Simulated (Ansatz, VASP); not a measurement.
## Two plane-wave programs on SrO

```
Sr O
1.0
     3.63312    0.00000    0.00000
    -1.81656    3.14638    0.00000
     0.00000    0.00000    6.37779
Sr O
2 2
Direct
  0.00000 0.00000 0.00000
  0.00000 0.00000 0.50000
  0.33333 0.66667 0.25000
  0.66667 0.33333 0.75000
```

Alike in both runs: task single point; functional r2SCAN; k mesh 9 × 9 × 4; no spin polarisation.

```csv
,VASP,Ansatz
version,VASP 6.6.1,Ansatz 0.2.0
potentials or method,"VASP PAW PBE potentials, release 64 (Sr_sv, O)","plane waves, PAW"
plane-wave cutoff (eV),520,500
occupations,"gaussian, width 0.01 eV",fixed
valence electrons in the cell,32,32
```

|  | VASP | Ansatz | Ansatz less VASP |
| --- | --- | --- | --- |
| gap on the k mesh at the Fermi level (eV) | 3.76 | 3.79 | +0.026 |
| pressure (GPa) | -4.2 | -4.6 | -0.44 |
| largest component of the traceless stress (GPa) | 0.28 | 0.35 | +0.075 |

Caveats: the PAW data sets were made with another functional, which shifts forces and pressure a little (VASP); an odd mesh through Γ misses points on the zone boundary, where band edges often lie. r2SCAN opens gaps a little over a GGA but as a rule still falls short of measured ones.
